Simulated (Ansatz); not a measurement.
# ZnO (P6_3mc), small polaron or free hole, part 2 of 2

Aim: find out whether an added hole stays on a pair of O atoms pulled together in ZnO (P6_3mc) by distorting the lattice there, how its energy compares with the band edge, and how the answer depends on the level of theory. The model is a cell of 128 host atoms.

Ansatz 0.2.0; plane-wave PAW DFT, HSE06; relaxation of all atoms of a supercell at fixed charge in a uniform background.

So far. Step 2 (Relaxation with the hole, HSE06): The sizes of the moments in the atoms' spheres add to about 1.1 μB, shared by more than 30 atoms in effect: the carrier has spread out.

In doubt: the hybrid run may have settled on a false gap or state (in some of the runs), so the values of those runs are not to be relied on.

**4. States in the gap, HSE06**

Level of this step: plane-wave PAW DFT, HSE06; single point of a supercell at fixed charge in a uniform background (Ansatz).

A single point on the relaxed atoms asks for the levels and how far each is spread.

Input file qp1_M1_trap.hyb/input.yaml:

```yaml
crystal:
  checkpoint: "../qp1_M1_trap.hrelax.run"
  host: checkpoint
total_charge: 1
basis:
  ecutwfc: 420
  xc_grid: 2
hamiltonian:
  xc: hse06
kpoints:
  mp_grid: { grid: [1, 1, 1] }
magnetization:
  spin_polarized: true
  initial_magnetization: 1
  spin_locking: { lock_magnetization: hard }
scf:
  occupations: { method: fixed }
  max_iter: 80
output:
  forces: true
  charged_corrections:
    epsilon: [5.3, 5.3, 5.35]
    static_epsilon: [10.12, 10.12, 10.98]
    defect_position: [0.407443, 0.282443, 0.375]
  eigenvalues: true
  eigenstates: { localisation: true }
  efg: {}
checkpoint:
  read: "../qp1_M1_trap.hrelax.run"
  write: "../qp1_M1_trap.hyb.run"
  compress: false
  write_wavefunctions: true
  write_every: 100000
```

Started as:

```bash
$ ansatz run input.yaml --threads 32 --pin off --max-ram 84787MiB --backend cuda --events-out ev --progress --plain --runs-dir out --max-vram 78GiB
```

Numbers of over 12 decimals in the logs are rounded to 6 here.

The program printed:

```text
[...]
crystal.checkpoint: the structure is that of <dir>, a `relax` run, at its step 6: its result, under hse06 at a charge of 1 e; 128 atoms read, 2 with a starting moment; crystal.structure_sha256 for this input is
[...]
Crystal: 128 atoms, lattice volume = 1507.941 Å³
Basis set: ecut = 420 eV, 29507 PW (Γ), exchange–correlation on 216×216×180 points (8 copies of the dense FFT grid, shifted against one another)
Bands: 704, of which v1, the nominal top of the filled ones, is band 576 counted from 1 (575 counted from 0)
Symmetry: 1 space group operations
[...]
k-points: 1
[...]
Stability of the state it starts from, as read at its close in the collinear treatment: not read, because the functional holds exact exchange (a hybrid, or Hartree-Fock), whose exchange loop this test does not read (fock_operator); its run was given moments
[...]
Frozen-core exchange: fock
[...]
SCF iter   2: F=-248754.686879 eV  HF=-248754.686879 eV  |Δ(HF+E_count)|=  5.82e-11  Δρ=6.15e-8 (↑1.23e-8 ↓6.15e-8)  dr2=2.67e-11  dr2_m=1.21e-11  M=1.000 μB ∫|m|=1.388 μB sched 1.00e-12)  Hψ=3116
SCF 1 converged in 2 iterations: F = -248754.686879 eV  dr2 = 2.67e-11
[...]
hybrid outer 1: dexx = +5.912e-11 eV, tail = 5.31e-9 eV
[...]
SCF 2 converged in 16 iterations: F = -248754.686879 eV  dr2 = 1.64e-12
[...]
WARN: the filled states extend beyond the cell (their overlap across the Brillouin zone is 0.000, against 0 in a metal and nearly 1 for localised states). With one k-point a hybrid's gap, moments and forces can then be wrong. [...]
this state was not tested for a lower state beside it, because the functional holds exact exchange (a hybrid, or Hartree-Fock), whose exchange loop this test does not read (fock_operator); [...]
[...]
Magnetization: 1.0000 μB (576.0000 up, 575.0000 down)
Absolute magnetization: 1.4021 μB (∫|ρ↑−ρ↓|, with the PAW one-centre terms)
[...]
Per-site moments (μB) at R_I (Å): [(0.00339925, 0.811951), (0.00339677, 0.811714), (0.00339344, 0.811527), [... 6 left out ...]
Free energy (F): -248754.686879 eV
[...]
Internal energy: -248754.686879 eV  (E = F + TS)
E sigma→0 (E₀):  -248754.686879 eV
Fermi energy:    6.073396 (↑ 6.061787, ↓ 6.073396) eV
[...]
--- Forces (eV/Å), atoms counted from 1 ---
  atom   1  Zn    -0.00003951    -0.00236258    -0.01664667
  atom   2  Zn    -0.00198834    -0.00201086    -0.00921405
  [... 4 atoms left out ...]
  [... 122 more lines of this table ...]
  max |Σ_I F_I| component: 1.61e-5 eV/Å
--- PAW observables at the nuclei: V_zz in 10²¹ V/m², potentials from the cell's mean, atoms counted from 1 ---
  atom   1  Zn V_zz =    +0.386565   η = 0.2865   by run symmetry: allowed
            electrostatic potential = -3946.336498 V   contact ρ = 166394.913793 e/Å³   contact ρ_s (e/Å³): all electrons -0.108276, valence -0.101082
  atom   2  Zn V_zz =    +0.421475   η = 0.1017   by run symmetry: allowed
[...]
F Makov-Payne    = n/a  (the rows are of the electrons' constant alone; ansatz place-levels tells what screens the charge)
[...]
--- Band table (eV) ---
[...]
```

The job ended after 67 s (1 × NVIDIA GB200 with 32 threads of Arm Neoverse V2, shared host; peak memory 3.9 GiB; 7.2 min of CPU time).

In the SCF lines HF is the Harris–Foulkes energy and dr2 the Hartree energy of the density residual, in eV; the loop may stop once dr2 is under the threshold and the program's other checks hold. Hψ counts applications of the Hamiltonian.

States next to the filling edge at the first k-point, on the run's own zero (eigenstates.tsv). The participation number counts the atoms that a state is spread over, of 128; bands count from 0.

```csv
spin,band,energy (eV),occupation,participation,largest share on,share
down,569,5.656,1.00,66.5,O32,0.02
down,570,5.656,1.00,66.3,O26,0.02
down,571,5.752,1.00,54.6,O15,0.02
down,572,5.752,1.00,54.6,O9,0.02
down,573,5.995,1.00,101.2,O15,0.01
down,574,6.073,1.00,104.1,O11,0.01
down,575,6.264,0.00,104.0,O12,0.01
down,576,8.653,0.00,126.7,Zn38,0.01
down,577,11.182,0.00,122.3,Zn1,0.01
down,578,11.182,0.00,122.3,Zn114,0.01
down,579,11.395,0.00,100.5,Zn3,0.01
up,570,5.639,1.00,57.1,O42,0.02
up,571,5.645,1.00,67.2,O32,0.02
up,572,5.645,1.00,67.0,O58,0.02
up,573,5.984,1.00,101.2,O15,0.01
up,574,6.032,1.00,104.3,O12,0.01
up,575,6.062,1.00,104.2,O11,0.01
up,576,8.652,0.00,126.7,Zn38,0.01
up,577,11.148,0.00,122.7,Zn1,0.01
up,578,11.148,0.00,122.7,Zn114,0.01
up,579,11.393,0.00,100.5,Zn3,0.01
up,580,11.393,0.00,100.5,Zn88,0.01
```

Under HSE06 at the zone centre alone, the highest filled state is spin down, spread over 104 of 128 atoms, and the lowest empty one, 0.19 eV above it, is spin down, spread over 104 of 128 atoms.

Uncorrected and at zero smearing, the relaxed cell and the carrier in the undistorted cell agree within 0.02 eV.

No level is given here: the program refused to align this charged cell with the host.

**5. Relaxing again with PBEsol**

The relaxed structure is now handed to a plain semilocal functional and relaxed again, to see what is left without exact exchange or U. The start is the structure of HSE06, where the carrier had already spread, so this step is a weak test of trapping.

Input file qp1_M1_trap.semirelax/input.yaml:

```yaml
crystal:
  checkpoint: "../qp1_M1_trap.hrelax.run"
  host: checkpoint
total_charge: 1
basis:
  ecutwfc: 420
  xc_grid: 2
hamiltonian:
  xc: pbesol
kpoints:
  mp_grid: { grid: [1, 1, 1] }
magnetization:
  spin_polarized: true
  initial_magnetization: 1
  spin_locking: { lock_magnetization: hard }
scf:
  occupations: { method: fermi_dirac, width: 0.01 }
  max_iter: 80
output:
  forces: true
  charged_corrections:
    epsilon: [5.3, 5.3, 5.35]
    static_epsilon: [10.12, 10.12, 10.98]
    defect_position: [0.407443, 0.282443, 0.375]
relax:
  f_tol: 0.02
  max_steps: 60
  escape_saddle: false
checkpoint:
  read: "../qp1_M1_trap.hrelax.run"
  write: "../qp1_M1_trap.semirelax.run"
  compress: false
  write_wavefunctions: true
  write_every: 100000
```

Wall time 7.6 s (1 × NVIDIA GB200 with 32 threads); peak memory 2.7 GiB.

The relaxation took 3 steps and gained 0.00 eV.

From the single point at the end of this step. The sizes of the moments in the atoms' spheres add to about 1.0 μB, shared by more than 30 atoms in effect: the carrier has spread out.

No level is given here: the program refused to align this charged cell with the host.

**6. All levels of theory side by side**

| level of theory | atoms | atoms that share the moment | localised | time for the trial state |
| --- | --- | --- | --- | --- |
| HSE06 † | relaxed | more than 30 | no | 3.8 min |
| PBEsol | relaxed | more than 30 | no | 15 s |

† Here the hybrid relaxation or its single point carries a warning about the state that it reached (a narrow gap in its semilocal warm-up or between frontier levels), so a lower state with the carrier may exist.

**7. Results**

```json
{
 "carrier localised (PBEsol)": "no",
 "state found, lowest state in doubt (HSE06)": "spread out"
}
```

With HSE06 the hole did not stay localised from this start: it is shared by more than 30 of the 128 atoms in effect. The hybrid relaxation or its single point carries a warning about the state that it reached (a narrow gap in its semilocal warm-up or between frontier levels), so a lower state with the carrier may exist; the numbers describe the state found. It spreads at every relaxed level of theory in the table. Semilocal functionals favour spread carriers, so their answer alone decides nothing. A relaxation step took 27 s with HSE06 and 2.5 s with PBEsol. The point with the carrier in the undistorted cell ran without the search for lower states. One trial site was relaxed, so another site or form can lie lower. What this leaves open: sampling at the zone centre alone can move energies of charged and open-shell states by tenths of an eV or more in cells of this size.

[Logs are printed without paths, hosts, clocks, repeated set-up lines and the standing remarks that a program may print on its own settings, such as how far it seeks lower states.]

[Hosts, paths, dates, database ids (printed as entryN), source tags and the programs' standing remarks are cut or masked in the printed files.]

[For some hosts the program warned that the k-mesh of the response run may be too coarse for force constants and the static dielectric constant; such warnings are not shown here.]
